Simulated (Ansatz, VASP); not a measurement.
# TaN in VASP and in Ansatz

INCAR

```
PREC = Accurate
ENCUT = 520
EDIFF = 1E-7
ISMEAR = 0
SIGMA = 0.15
LREAL = F
LASPH = T
NELM = 100
ALGO = Fast
ISIF = 2
LWAVE = F
LCHARG = F
NBANDS = 15
```

The input KPOINTS:

```
regular mesh
0
Gamma
  21 21 18
```

File POSCAR:

```
TaN
1.0
    2.9379988584      0.0000000000      0.0000000000
   -1.4689994292      2.5443816477      0.0000000000
    0.0000000000      0.0000000000      2.8830000000
Ta N
1 1
Direct
    0.3333333333      0.6666666667      0.5000000000
    0.0000000000      0.0000000000      0.0000000000
```

Input for Ansatz:

```yaml
crystal:
  lattice:
    - [2.9379988584, 0.0, 0.0]
    - [-1.4689994292, 2.5443816477, 0.0]
    - [0.0, 0.0, 2.883]
  atoms:
    - { symbol: Ta, position: [0.3333333333, 0.6666666667, 0.5] }
    - { symbol: "N", position: [0.0, 0.0, 0.0] }
basis:
  ecutwfc: 420
kpoints:
  mp_grid: { grid: [21, 21, 18] }
hamiltonian:
  xc: lda
scf:
  occupations: { method: gaussian, width: 0.15 }
output:
  forces: true
  stress: true
  eigenvalues: true
```

Alike in both runs: task single point; functional LDA; k mesh 21 × 21 × 18; occupations gaussian, width 0.15 eV; no spin polarisation.

|  | VASP | Ansatz |
| --- | --- | --- |
| version | VASP 6.6.1 | Ansatz 0.2.0 |
| potentials or method | VASP PAW LDA potentials, release 64 (Ta_pv, N) | scalar-relativistic, plane waves, PAW |
| plane-wave cutoff (eV) | 520 | 420 |
| valence electrons in the cell | 16 | 18 |

|  | VASP | Ansatz | Ansatz less VASP |
| --- | --- | --- | --- |
| gap on the k mesh at the Fermi level (eV) | none | none | - |
| pressure (GPa) | -9.8 | -11.6 | -1.76 |
| largest component of the traceless stress (GPa) | 0.87 | 1.01 | +0.136 |

A gap of «none» marks a metal or a gap that the smearing closes. The two sets of potentials don't hold the same shells in valence.

The runs have no spin-orbit coupling, so splittings on Ta are missing.
